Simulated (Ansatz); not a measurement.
## P in Ansatz: the effect of target pressure

Crystal: P.

```
P
1.0
     1.64774   -5.46504    0.00000
     1.64774    5.46504    0.00000
     0.00000    0.00000    4.54364
P
4
Direct
  0.90414 0.09586 0.58882
  0.09586 0.90414 0.41118
  0.59586 0.40414 0.08882
  0.40414 0.59586 0.91118
```

Alike in all runs:

| Quantity | Value |
| --- | --- |
| Program | Ansatz 0.2.0 |
| Task | relaxation of cell and atoms |
| Functional | PBE |
| Potentials or basis | Ansatz PAW |
| Cutoff | 420 eV (not typed: the program's choice for these potentials) |
| k mesh | 8 × 8 × 6 |
| Occupations | fermi-dirac, width 0.05 eV |
| Spin | no spin polarisation |

Each run relaxes the cell or the atoms first.

```tsv
target pressure	relaxed volume (Å³/atom)
0 GPa	21.25
2 GPa	?
5 GPa	16.87
10 GPa	15.26
20 GPa	13.64
30 GPa	12.21
```

What does the run with target pressure 2 GPa give?

Relaxed volume 18.73 Å³/atom.

Worked out: A parabola through the other rows of the relaxed volume, of slope -0.58 Å³/atom per GPa there, gives 19.40 Å³/atom, against the run's 18.73.

Caveats: the plane-wave basis is chosen anew once the cell has moved, so the energies of steps on either side of that aren't comparable; the volume moved by over 15 % at a fixed basis, so the end points are rough (some runs).
